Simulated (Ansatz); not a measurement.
# Pt: which structure wins at one pressure

Aim: bring Pt in several structures (fcc, bcc, hcp, sc, diamond, omega) to one pressure and rank them by enthalpy. The pressure is set by scaling the first phase. Methods of the runs shown: LAPW. Companion runs by PAW are cited.

Program: Ansatz 0.2.0. Level of theory: DFT, PBE, all-electron LAPW, scalar-relativistic. These are calculated values, not measurements.

### Step 1. The system as given

The structure is cubic, space group Fm-3m (No. 225). Conventional cell: a = 3.127 Å, b = 3.127 Å, c = 3.127 Å, α = 90.00°, β = 90.00°, γ = 90.00°. Around Pt (site symmetry m-3m) lie 12 Pt at 2.21 Å.

Coordinates:

```xyz
1
Lattice="0.0000 1.5634 1.5634 1.5634 0.0000 1.5634 1.5634 1.5634 0.0000" Properties=species:S:1:pos:R:3 pbc="T T T"
Pt    0.0000    0.0000    0.0000
```

### Step 2. Fcc relaxed under pressure, LAPW

input.yaml

```yaml
crystal:
  lattice:
    - [0.0, 1.5634103906, 1.5634103906]
    - [1.5634103906, 0.0, 1.5634103906]
    - [1.5634103906, 1.5634103906, 0.0]
  atoms:
    - { symbol: Pt, position: [0.0, 0.0, 0.0] }
kpoints:
  mp_grid: { grid: [21, 21, 21] }
scf:
  occupations: { method: fermi_dirac, width: 0.08 }
hamiltonian:
  xc: pbe
  pseudopotentials: { kind: all_electron, lapw: { basis_error: 0.0005 } }
output:
  forces: true
  stress: true
  eigenvalues: true
relax:
  f_tol: 0.005
  max_steps: 12
  cell: { p_target: 1100.0, stress_tol: 0.55 }
```

Launch:

```bash
$ ansatz run input.yaml --threads 1 --pin off --max-ram 3584MiB --backend cpu --events-out ev --progress --plain --runs-dir out
```

The runs that follow: Bcc relaxed under pressure, LAPW; Hcp relaxed under pressure, LAPW; Sc relaxed under pressure, LAPW; Diamond relaxed under pressure, LAPW; Omega relaxed under pressure, LAPW.

Before running it: what results should come out? Wanted: pressure; lowest (for each run or level that gives them).

As calculated:

```
     quantity                          value
     pressure                       1100 GPa
lowest (LAPW)  fcc, 188.5 meV/atom under hcp
 lowest (PAW)  fcc, 187.6 meV/atom under hcp
```

In words: By LAPW the order is fcc < hcp < bcc < omega < sc < diamond. By PAW the order is fcc < hcp < bcc < omega < sc < diamond. The methods agree on the lowest phase. Only these structures were tried, with electrons smeared by 0.08 eV and without vibrations, so the true ground state may be another. The k meshes differ between phases and weren't tested, which can move differences by some meV. Spin-orbit coupling is left out, though the cell holds Pt; in elements this heavy it can shift bands and gaps by tenths of an eV.
